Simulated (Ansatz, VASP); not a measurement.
# C in VASP and in Ansatz

```
CELL_PARAMETERS angstrom
0.00000 1.78340 1.78340
1.78340 0.00000 1.78340
1.78340 1.78340 0.00000
ATOMIC_POSITIONS crystal
C 0.47196 0.47196 0.52804
C 0.75000 0.75000 0.75000
```

Alike in both runs: task single point; functional PBE; k mesh 12 × 12 × 12; occupations gaussian, width 0.05 eV; no spin polarisation.

|  | VASP | Ansatz |
| --- | --- | --- |
| version | VASP 6.6.1 | Ansatz 0.2.0 |
| potentials or method | VASP PAW PBE potentials, release 64 (C) | scalar-relativistic, plane waves, PAW |
| plane-wave cutoff (eV) | 520 | 420 |
| valence electrons in the cell | 8 | 8 |

```csv
,VASP,Ansatz,Ansatz less VASP
gap on the k mesh at the Fermi level (eV),2.43,2.43,+0.005
least direct gap on the mesh (eV),2.76,2.76,-0.001
pressure (GPa),5.9,5.2,-0.66
largest component of the traceless stress (GPa),4.52,4.14,-0.372
rms of the force components (eV/Å),2.102,2.092,-0.0098
```

Atom by atom the forces differ by 0.010 eV/Å (rms over components).

Caveats: forces of over 1 eV/Å show positions far from the minimum, so gaps and moduli don't describe the material at rest.
